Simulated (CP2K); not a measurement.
Ag in CP2K: the effect of functional

Crystal: Ag.

```
CELL_PARAMETERS angstrom
2.88888 0.00000 0.00000
1.44444 2.50185 0.00000
1.44444 0.83395 2.35876
ATOMIC_POSITIONS crystal
Ag 0.00000 0.00000 0.00000
```

Alike in all runs:

| Quantity | Value |
| --- | --- |
| Program | CP2K 2026.2 |
| Task | band structure |
| Potentials or basis | POTENTIAL_UZH Ag GTH-PBE-q11; TZVP-MOLOPT-PBE-GTH basis |
| Density cutoff | 9184 eV |
| k mesh | 11 × 11 × 11 |
| Occupations | fermi-dirac, width 0.05 eV |
| Spin | no spin polarisation |

```csv
functional,pressure (GPa)
LDA,?
PBEsol,-2.3
BLYP,13.1
AM05,-2.7
vdW-DF2,18.6
r2SCAN,-3.7
```

What does the run with functional LDA give?

Pressure -5.4 GPa.

Caveats: the potentials were made for another functional, which shifts forces and pressure; the basis of atomic orbitals isn't converged, which shifts pressures, moduli and gaps.

Runs at the PBE level aren't shown here.
